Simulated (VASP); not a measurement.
Wanted: the native input for a VASP 6.6.1 run.

- Task: relaxation of cell and atoms
- Functional: PBEsol
- Potentials or basis: VASP PAW PBE potentials, release 64 (Zn, S)
- Cutoff: 600 eV
- k mesh: 9 × 9 × 5
- Occupations: gaussian, width 0.03 eV
- Spin: no spin polarisation
- Further INCAR settings: ALGO = Normal; EDIFF = 1e-06; IBRION = 2; EDIFFG = -0.01; NSW = 90; ISIF = 3

The structure of ZnS lies in POSCAR:

```
ZnS
1.0
    3.8110000000      0.0000000000      0.0000000000
   -1.9055000000      3.3004228100      0.0000000000
    0.0000000000      0.0000000000      6.2340000000
Zn S
2 2
Direct
    0.3333333300      0.6666666700      0.0000000000
    0.6666666700      0.3333333300      0.5000000000
    0.3333333300      0.6666666700      0.3850000000
    0.6666666700      0.3333333300      0.8850000000
```

The input as run:

INCAR

```
PREC = Accurate
ENCUT = 600
EDIFF = 1E-6
ISMEAR = 0
SIGMA = 0.03
LREAL = F
LASPH = T
NELM = 80
ALGO = Normal
ISIF = 3
LWAVE = F
LCHARG = F
GGA = PS
IBRION = 2
NSW = 90
EDIFFG = -0.01
```

KPOINTS

```
Automatic mesh
0
Gamma
  9 9 5
```

Potentials or basis: VASP PAW PBE potentials, release 64 (Zn, S).

Launch:

```bash
$ cat potpaw_PBE.64/Zn/POTCAR potpaw_PBE.64/S/POTCAR > POTCAR
$ mpirun -np 1 vasp_std > vasp.out
```

It gave:

```yaml
Relaxed_volume: 19.28 Å³/atom
Relaxed_cell: a = 3.786 Å, b = 3.786 Å, c = 6.212 Å, α = 90.00°, β = 90.00°, γ = 120.00°
Space_group_after_relaxing_to_0.05_Å: P6_3mc (No. 186)
Energy_gained_by_relaxing: 6.5 meV/atom
Ionic_steps: 8
Pressure_after_relaxing: -0.1 GPa
Band_gap_on_the_k_mesh: 2.15 eV, direct
```

Caveat: the PAW data sets were made with another functional, which shifts forces and pressure a little.

Run time: 2.2 min on 1 thread of Intel(R) Xeon(R) 6975P-C (Granite Rapids), with other jobs on the host, peak memory 0.24 GiB.
